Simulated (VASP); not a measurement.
SnSe:

```
CELL_PARAMETERS angstrom
3.18210 0.00000 0.00000
0.00000 3.18210 0.00000
0.00000 0.00000 3.18210
ATOMIC_POSITIONS crystal
Sn 0.50000 0.50000 0.50000
Se 0.00000 0.00000 0.00000
```

Measurements of this composition are mostly on another form, of space group No. 62.

| Property | Result |
| --- | --- |
| Program | VASP 6.6.1 |
| Task | relaxation of cell and atoms |
| Functional | LDA |
| Potentials or basis | VASP PAW LDA potentials, release 64 (Sn_d, Se) |
| Cutoff | 600 eV |
| k mesh | 8 × 8 × 8 |
| Occupations | gaussian, width 0.03 eV |
| Spin | no spin polarisation |

At the start: pressure 48.9 GPa; volume 16.11 Å³/atom.

Question: How do energy, volume and symmetry change on relaxing?

Answer: Over 3 steps the energy falls by 733.1 meV/atom and the volume is 22.91 Å³/atom (+42.2 %); space group Pm-3m (No. 221, to 0.05 Å).

Step by step:
```tsv
step	energy change (eV)	largest force (eV/Å)	pressure (GPa)	volume (Å³)
1	0.0000	0.0000	48.91	32.22
2	-0.8745	0.0000	-9.94	61.03
3	-1.4663	0.0000	0.03	45.82
```

Final structure:
```
CELL_PARAMETERS angstrom
3.57828 0.00000 0.00000
0.00000 3.57828 0.00000
0.00000 0.00000 3.57828
ATOMIC_POSITIONS crystal
Sn 0.50000 0.50000 0.50000
Se 0.00000 0.00000 0.00000
```

Caveat: the volume moved by over 15 % at a fixed basis, so the end points are rough.
